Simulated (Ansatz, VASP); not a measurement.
## Two plane-wave programs on CdI4

```
Cd I
1.0
     6.23337    0.00000    0.00000
     0.00000    6.23337    0.00000
     0.00000    0.00000    6.23337
Cd I
1 4
Direct
  0.50000 0.50000 0.50000
  0.50000 0.00000 0.00000
  0.00000 0.50000 0.00000
  0.00000 0.00000 0.50000
  0.00000 0.00000 0.00000
```

Alike in both runs: functional PBE; k mesh 6 × 6 × 6; occupations gaussian, width 0.1 eV; no spin polarisation.

Ansatz relaxed the structure, and its values are those at the end. VASP's run is a single point on that final structure, the one shown.

|  | VASP | Ansatz |
| --- | --- | --- |
| version | VASP 6.6.1 | Ansatz 0.2.0 |
| potentials or method | VASP PAW PBE potentials, release 64 (Cd, I) | scalar-relativistic, plane waves, PAW |
| plane-wave cutoff (eV) | 520 | 420 |
| valence electrons in the cell | 40 | 88 |

|  | VASP | Ansatz | Ansatz less VASP |
| --- | --- | --- | --- |
| gap on the k mesh at the Fermi level (eV) | none | none | - |
| pressure (GPa) | -0.1 | 0.0 | +0.02 |

A gap of «none» marks a metal or a gap that the smearing closes. The functional is the same, so the differences come from potentials, cutoffs and numerics. The two sets of potentials don't hold the same shells in valence.

The runs have no spin-orbit coupling, so splittings on I are missing.
